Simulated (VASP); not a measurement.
Crystal: Sn.

```
Sn
1.0
    -1.89465    1.89465    1.89465
     1.89465   -1.89465    1.89465
     1.89465    1.89465   -1.89465
Sn
1
Cartesian
  0.0000 0.0000 0.0000
```

This isn't the form of Sn at room conditions, which is tetragonal (white tin).

| Item | Value |
| --- | --- |
| Program | VASP 6.6.1 |
| Task | relaxation of cell and atoms |
| Functional | PBE |
| Dispersion | D4 |
| Potentials or basis | VASP PAW PBE potentials, release 64 (Sn_d) |
| Cutoff | 600 eV |
| k mesh | 10 × 10 × 10 |
| Occupations | fermi-dirac, width 0.05 eV |
| Spin | no spin polarisation |

At the start: pressure -1.7 GPa; volume 27.20 Å³/atom.

Problem. Where does the relaxation end?

Solution. Over 3 steps the energy falls by 5.3 meV/atom and the volume is 26.23 Å³/atom (-3.6 %); space group Im-3m (No. 229, to 0.05 Å).

Step by step:
```csv
step,energy change (eV),largest force (eV/Å),pressure (GPa),volume (Å³)
1,0.0000,0.0000,-1.65,27.20
2,-0.0052,0.0000,0.25,26.11
3,-0.0053,0.0000,0.02,26.23
```

Final structure:
```yaml
crystal:
  lattice:
    - [-1.87182, 1.87182, 1.87182]
    - [1.87182, -1.87182, 1.87182]
    - [1.87182, 1.87182, -1.87182]
  atoms:
    - { symbol: Sn, position: [0.00000, 0.00000, 0.00000] }
```

Caveat: pairwise dispersion overbinds metals, which lowers pressure and volume.
